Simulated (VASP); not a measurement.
Runs of VASP 6.6.1 on CdTe. Symmetry: F-43m, No. 216, cubic system. The conventional cell has a = 6.423 Å, b = 6.423 Å, c = 6.423 Å, α = 90.00°, β = 90.00°, γ = 90.00°. Cd (site symmetry -43m) has 4 Te at 2.78 Å as nearest neighbours. Te (site symmetry -43m) is surrounded by 4 Cd at 2.78 Å. 

```csv
task,level,potentials or basis,cell,gap on the mesh (eV),pressure (GPa)
relaxation of cell and atoms,LDA,"VASP PAW LDA potentials, release 64 (Cd, Te)",relaxed,0.64,0.0
relaxation of the atoms,LDA,"VASP PAW LDA potentials, release 64 (Cd, Te)",atoms relaxed from: a relaxed cell with its volume scaled by 1.06,(b),-2.3
relaxation of the atoms,LDA,"VASP PAW LDA potentials, release 64 (Cd, Te)",atoms relaxed,0.64,0.0
relaxation of cell and atoms,PBE+D3(BJ),"VASP PAW PBE potentials, release 64 (Cd, Te)",relaxed,0.71,0.0
relaxation of the atoms,LDA,"VASP PAW LDA potentials, release 64 (Cd, Te)",atoms relaxed from: a relaxed cell with its volume scaled by 0.96,0.77,2.1
relaxation of the atoms,LDA,"VASP PAW LDA potentials, release 64 (Cd, Te)",atoms relaxed from: a relaxed cell with its volume scaled by 1.02,0.58,-0.9
relaxation of the atoms,LDA,"VASP PAW LDA potentials, release 64 (Cd, Te)",atoms relaxed from: a relaxed cell with its volume scaled by 0.94,0.83,3.3
relaxation of the atoms,LDA,"VASP PAW LDA potentials, release 64 (Cd, Te)",atoms relaxed from: a relaxed cell with its volume scaled by 1.04,(a),-1.7
```

Alike in all rows: no spin polarisation; k mesh 8 × 8 × 8; cutoff (eV) 600; smearing gaussian 0.03 eV.

**Question.** Estimate the missing entries.

**Answer.** (a) 0.52; (b) 0.46.

Caveats: spin-orbit coupling is left out, which moves the levels of the heavy elements; the relaxation stopped at its first step, so nothing moved (some runs).

A k mesh can miss the band edges, and the runs leave out spin-orbit coupling on Cd, Te.
